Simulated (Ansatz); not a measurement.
# CdS: the cost of one run

Method: DFT PBE, scalar-relativistic, plane waves, PAW, in Ansatz 0.2.0.

1 further run of the same task is left out (set aside as unsound or not needed).

### 1 The structure to begin with

Symmetry: P4_2/mnm, No. 136, tetragonal system. Conventional cell: a = 7.208 Å, b = 7.208 Å, c = 4.212 Å, α = 90.00°, β = 90.00°, γ = 90.00°. Cd (site symmetry m2m) has 4 S at 2.54 to 2.60 Å as nearest neighbours. S (site symmetry m2m) is surrounded by 4 Cd at 2.54 to 2.60 Å.

Coordinates:

```cif
data_structure
_symmetry_space_group_name_H-M 'P4_2/mnm'
_symmetry_Int_Tables_number 136
_cell_length_a 7.2080
_cell_length_b 7.2080
_cell_length_c 4.2120
_cell_angle_alpha 90.000
_cell_angle_beta 90.000
_cell_angle_gamma 90.000
_cell_volume 218.84
loop_
_atom_site_label
_atom_site_type_symbol
_atom_site_symmetry_multiplicity
_atom_site_Wyckoff_symbol
_atom_site_fract_x
_atom_site_fract_y
_atom_site_fract_z
_atom_site_occupancy
Cd1 Cd 4 f 0.67868 0.67868 0.00000 1
S1 S 4 g 0.81750 0.81750 0.50000 1
```

It is the end of an earlier relaxation with the same method, from a generated guess; it is a trial structure. At a tolerance of 0.02 Å it has space group P4_2/mnm (No. 136); it has 27.35 Å³/atom, an uncorrected energy of -0.63 eV/atom over the elements.

### 2 Electronic structure at the relaxed geometry

File input.yaml:

```yaml
crystal:
  lattice:
    - [7.2080002946, 0.0, 0.0]
    - [0.0, 7.2080002946, 0.0]
    - [0.0, 0.0, 4.2120102052]
  atoms:
    - { symbol: Cd, position: [0.6786766632, 0.6786766632, 0.0] }
    - { symbol: Cd, position: [0.1786766632, 0.8213233368, 0.5] }
    - { symbol: Cd, position: [0.8213233368, 0.1786766632, 0.5] }
    - { symbol: Cd, position: [0.3213233368, 0.3213233368, 0.0] }
    - { symbol: S, position: [0.8175002333, 0.8175002333, 0.5] }
    - { symbol: S, position: [0.1824997667, 0.1824997667, 0.5] }
    - { symbol: S, position: [0.6824997667, 0.3175002333, 0.0] }
    - { symbol: S, position: [0.3175002333, 0.6824997667, 0.0] }
basis:
  ecutwfc: 420
kpoints:
  mp_grid: { grid: [4, 4, 6] }
  band_path:
    path:
      - [[0.0, 0.0, 0.0], [0.0, 0.5, 0.0], [0.5, 0.5, 0.0], [0.0, 0.0, 0.0], [0.0, 0.0, 0.5], [0.0, 0.5, 0.5], [0.5, 0.5, 0.5], [0.0, 0.0, 0.5]]
      - [[0.0, 0.5, 0.0], [0.0, 0.5, 0.5]]
      - [[0.5, 0.5, 0.0], [0.5, 0.5, 0.5]]
    npoints: 14
hamiltonian:
  xc: pbe
scf:
  occupations: { method: gaussian, width: 0.02 }
  n_extra_bands: 20
output:
  forces: true
  stress: true
  eigenvalues: true
  populations: true
  dos: { projected: true, de: 0.02, nscf_kmesh: { grid: [6, 6, 9] } }
  bader: true
  write_density: true
  write_potential: true
  elf: true
  volumetric_format: npy
```

Launch:

```sh
> ansatz run input.yaml --threads 1 --pin off --max-ram 2560MiB --backend cpu --events-out ev --progress --plain --runs-dir out
```

**Question.** How long does this run take on 1 thread of Arm Neoverse V1, shared host, and how much memory does it need?

About 2.7 min, with a peak of 1.1 GiB.
